## Rhodium: what a good lattice constant does and does not vouch for

A model of a rhodium catalyst starts from the lattice constant of the bulk metal. The table gives this length from eight levels of density-functional theory. A name ending in D3 or D4 carries an added attraction between pairs of atoms, which stands for dispersion forces. The ending (BJ) marks another way of damping that attraction at short distance. The problem is to choose a level for the lattice, and then to decide whether the same choice can be trusted for energies and stiffness.

Bulk fcc rhodium by Kohn-Sham DFT in ABINIT 10.8.3 and FLEUR MaX-R8.1 (later development tree), without spin polarisation or spin-orbit coupling, with 0.05 eV Fermi-Dirac smearing. Each cubic lattice constant comes from a fit to energies at seven (ABINIT) or five (FLEUR) volumes. The measured value is 3.803 Å, as quoted in arXiv:2108.03692 (2021).

```tsv
program	functional	how the value is got	potentials or basis	wave cutoff (eV)	k-mesh	computed lattice constant (Å)	computed over measured, less one (%)
ABINIT 10.8.3 (1)	BP86+D4	from the rest volume of the fit	JTH PAW PBE v2.0	544.2	12x12x12	3.760	-1.12
FLEUR MaX-R8.1 (later development tree) (1)	AM05	from the rest volume of the fit	all electron	n/a	12x12x12	3.772	-0.82
FLEUR MaX-R8.1 (later development tree) (2)	WC	from the rest volume of the fit	all electron	n/a	12x12x12	3.789	-0.37
ABINIT 10.8.3 (2)	PW91+D4	from the rest volume of the fit	JTH PAW PBE v2.0	544.2	12x12x12	3.800	-0.08
ABINIT 10.8.3 (3)	RPBE+D3	from the rest volume of the fit	JTH PAW PBE v2.0	544.2	12x12x12	3.801	-0.05
ABINIT 10.8.3 (4)	HCTH407	from the rest volume of the fit	JTH PAW PBE v2.0	544.2	12x12x12	3.802	-0.01
ABINIT 10.8.3 (5)	BLYP+D3(BJ)	from the rest volume of the fit	JTH PAW PBE v2.0	544.2	12x12x12	3.811	0.21
ABINIT 10.8.3 (6)	BLYP+D3	from the rest volume of the fit	JTH PAW PBE v2.0	544.2	12x12x12	3.814	0.29
```

### (a) Which is better for the lattice constant, WC or PW91+D4?

**Solution.** At face value PW91+D4 wins, with 3.800 Å against a measured 3.803 Å, while WC gives 3.789 Å. The measured crystal, however, is swollen by heat and by the zero-point motion of its atoms, and the calculation holds the atoms at rest. The fair target is therefore shorter than the measured value, by very roughly 0.01 Å.

The two levels are equally good if the target lies halfway between them, which needs a correction of

$$3.803-\frac{3.789+3.800}{2}\approx 0.0085\ \text{Å}.$$

A larger correction favours WC, a smaller one PW91+D4. The rough size of the real correction lies so close to this tie that no winner can be named. The two rows also differ in program and in potentials, so the gap between them cannot be credited to the functional alone. The potentials behind PW91+D4, like those of all the ABINIT rows, were made for another functional, PBE, which adds an error of unknown size.

For a purpose that tolerates half a percent, the choice between these two hardly matters. The correction does change the picture for rows further out. Against the measured value as it stands, AM05 looks much worse than BLYP+D3, at 0.82 % too short against 0.29 % too long. Against a target 0.01 Å shorter, both miss by about 0.02 Å, on opposite sides, which is just over half a percent. BP86+D4 is clearly too short by either measure.

### (b) The two BLYP rows differ by only 0.003 Å. Are they equally good for energies?

**Solution.** It helps to see first why BLYP comes so close at all. Stretching a metal makes its electron density more uneven, and BLYP lowers the energy of uneven densities strongly. By itself it is known to make metals like rhodium too large. The added attraction pulls the atoms back together, so the small final error is a balance of two larger ones. WC, which was designed with solids in mind, responds more mildly to uneven density and comes close with no added attraction.

The two BLYP rows share everything except the damping and the constants fitted along with it. Subtracting their total energies therefore leaves only the difference between the two attractions. At a volume of 13.67 Å³ per atom, D3(BJ) binds the crystal by 0.38 eV per atom more than D3. An isolated atom has no partner and gains nothing from either, so the whole difference enters the cohesive energy. It is about ten times the 0.04 eV often set as a target for reaction energies, though much of it would cancel in a reaction that leaves the metal's own bonds intact.

How can so large an energy leave the lattice almost unmoved? The crystal settles where the energy curve is flat, so an added energy shifts it only through its slope with volume. Between 13.67 and 13.94 Å³ the extra binding weakens by just 0.00119 eV. This acts as an extra inward pressure

$$\Delta P\approx\frac{0.00119\ \text{eV}}{0.27\ \text{Å}^3}\approx 0.0044\ \text{eV/Å}^3\approx 0.7\ \text{GPa}.$$

A pressure $\Delta P$ shortens the lattice constant $a$ by $a\,\Delta P/(3B)$. Here $B$ is the bulk modulus, the resistance to compression, and the 3 appears because a volume changes by three times the relative change of its edge. With $a=3.81$ Å and $B\approx 269$ GPa, the mean of the two rows,

$$\Delta a\approx\frac{3.81\times 0.7}{3\times 269}\ \text{Å}\approx 0.0033\ \text{Å}.$$

The fitted rest volumes of the two rows give the same shift. Since $B$ and these volumes come from the same energy curves, the agreement confirms the argument about slopes, not the dispersion correction itself.

The form of the damping offers a likely reason why the difference is deep but flat. Neighbours in rhodium sit only 2.684 Å apart, well inside the damped range. There the D3 attraction is switched off towards zero, whereas D3(BJ) levels off at a finite value. A nearly constant energy per pair adds binding but hardly any force. This can be only part of the reason, because both forms shorten the BLYP lattice. Their total pulls, summed over near and distant pairs, must also be almost equal, and the small $\Delta P$ shows that they are.

In silver, two places to the right, the filled d shell contributes much less to the bonding and the metal is far softer. The same extra pressure would shorten its lattice more, in inverse proportion to $B$. Rhodium's stiffness thus hides differences between methods that a softer metal would reveal.

### (c) Which level should be used for which purpose, and at what cost?

**Solution.** Three purposes read three features of the energy curve. The lattice constant depends on where its slope vanishes, the cohesive energy on its depth, and the stiffness on its curvature. Success with one does not carry over to the others. PW91+D4 and HCTH407 agree to about 0.002 Å on the lattice, yet PW91+D4 makes the metal 14 % stiffer.

For a starting geometry that will be relaxed further, any level here but BP86+D4 comes within about half a percent of the fair target and will serve. For stresses and elastic data, the cell should be relaxed at the level that is then used. BP86+D4 shows the price of skipping this step. Held at the measured lattice constant, which is 0.043 Å longer than its own, its crystal would pull inwards with

$$\frac{3\times 305\ \text{GPa}\times 0.043}{3.760}\approx 10\ \text{GPa}.$$

This treats the stiffness as constant. Over a stretch of one percent the metal softens, so the true tension is somewhat smaller.

The short lattice of BP86+D4 also warns against adding a dispersion term by habit. With the same potentials, PW91+D4 lies 0.040 Å higher, although both carry a correction called D4, whose parameters are set for each functional separately. Plain BP86 usually makes such metals slightly too large, so the likely culprit is a D4 attraction that is too strong here. In a metal the mobile electrons screen such forces, and a sum over pairs captures this only in part. A run of BP86 without D4 would settle the matter.

For energies, the lattice constant is no guide to the choice of damping. The sound course is to compute the wanted energy with both forms and to treat their difference as a lower bound on the uncertainty until a measured energy decides. This is cheap: the pair term is a simple sum over distances, added after the electronic calculation. Changing the functional means repeating the whole set of volumes, so a second functional roughly doubles the work. The output below lists the errors, stiffnesses and pressures for each row, together with the estimate for the BLYP pair.

Printed output of the fit:

```
Errors and stiffness:
                                          row  computed less measured in Å  same after rough expansion correction in Å  bulk modulus in GPa  pressure at measured lattice in GPa
                            ABINIT 10.8.3 (1)                     -0.04299                                    -0.03299                  305                               -10.46
  FLEUR MaX-R8.1 (later development tree) (1)                     -0.03099                                    -0.02099                298.8                               -7.365
  FLEUR MaX-R8.1 (later development tree) (2)                     -0.01399                                   -0.003993                292.5                                -3.24
                            ABINIT 10.8.3 (2)                    -0.002993                                    0.007007                286.7                              -0.6774
                            ABINIT 10.8.3 (3)                    -0.001993                                    0.008007                265.7                              -0.4179
                            ABINIT 10.8.3 (4)                   -0.0009925                                    0.009007                252.4                              -0.1977
                            ABINIT 10.8.3 (5)                     0.008007                                     0.01801                271.5                                1.711
                            ABINIT 10.8.3 (6)                      0.01101                                     0.02101                266.3                                2.305
Spread of all eight lattice constants (Å): 0.054
Step from AM05 to WC (Å): 0.017
Step from BP86+D4 to PW91+D4 (Å): 0.04
Span of PW91+D4, RPBE+D3 and HCTH407 (Å): 0.002
Step from BLYP+D3(BJ) to BLYP+D3 (Å): 0.003
Rows within 0.3 % of the measured value (count): 5
Expansion correction at which WC and PW91+D4 are equally good (Å): 0.008493
Extra binding by D3(BJ) over D3 at 13.67 Å^3 (eV per atom): 0.3822
Change of that extra binding up to 13.94 Å^3 (eV per atom): 0.00119
Extra inward pressure of D3(BJ) over D3 (GPa): 0.6973
Lattice shift predicted from that pressure (Å): 0.003296
Lattice shift from the fitted rest volumes (Å): 0.003309
Bulk modulus of PW91+D4 over HCTH407, less one (%): 13.61
```
